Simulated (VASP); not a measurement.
A run of VASP 6.6.1 is set up as follows.

The input INCAR:

```
SYSTEM = PbSe
PREC = Accurate
ENCUT = 600
EDIFF = 1E-7
ISMEAR = 0
SIGMA = 0.03
LREAL = .FALSE.
LASPH = .TRUE.
NELM = 80
ALGO = Normal
ISIF = 2
LWAVE = .FALSE.
LCHARG = .FALSE.
IBRION = 2
NSW = 40
EDIFFG = -0.01
```

KPOINTS

```
Automatic mesh
0
G
  8 8 8
  0 0 0
```

File POSCAR:

```
PbSe                                    
1.0
    0.0000000000      3.0821914861      3.0821914861
    3.0821914861      0.0000000000      3.0821914861
    3.0821914861      3.0821914861      0.0000000000
  Pb              Se            
     1     1
Direct
     0.0000000000000000    0.0000000000000000    0.0000000000000000
     0.5000000000000000    0.5000000000000000    0.5000000000000000
```

Potentials or basis: VASP PAW LDA potentials, release 64 (Pb_d, Se).

Launch:

```console
$ cat potpaw_LDA.64/Pb_d/POTCAR potpaw_LDA.64/Se/POTCAR > POTCAR
$ mpirun -np 1 vasp_std > vasp.out
```

Problem. What does it give for the band gap on the k mesh?

Solution. 0.23 eV, direct.

Final structure:
```cif
data_structure
_symmetry_space_group_name_H-M 'P 1'
_symmetry_Int_Tables_number 1
_cell_length_a 4.3589
_cell_length_b 4.3589
_cell_length_c 4.3589
_cell_angle_alpha 60.000
_cell_angle_beta 60.000
_cell_angle_gamma 60.000
_cell_volume 58.56
loop_
_atom_site_label
_atom_site_type_symbol
_atom_site_fract_x
_atom_site_fract_y
_atom_site_fract_z
_atom_site_occupancy
Pb1 Pb 0.00000 0.00000 0.00000 1
Se1 Se 0.50000 0.50000 0.50000 1
```

Caveat: the relaxation stopped at its first step, so nothing moved; spin-orbit coupling is left out, which as a rule narrows the gap of such compounds by several tenths of an eV. A k mesh can miss the band edges.
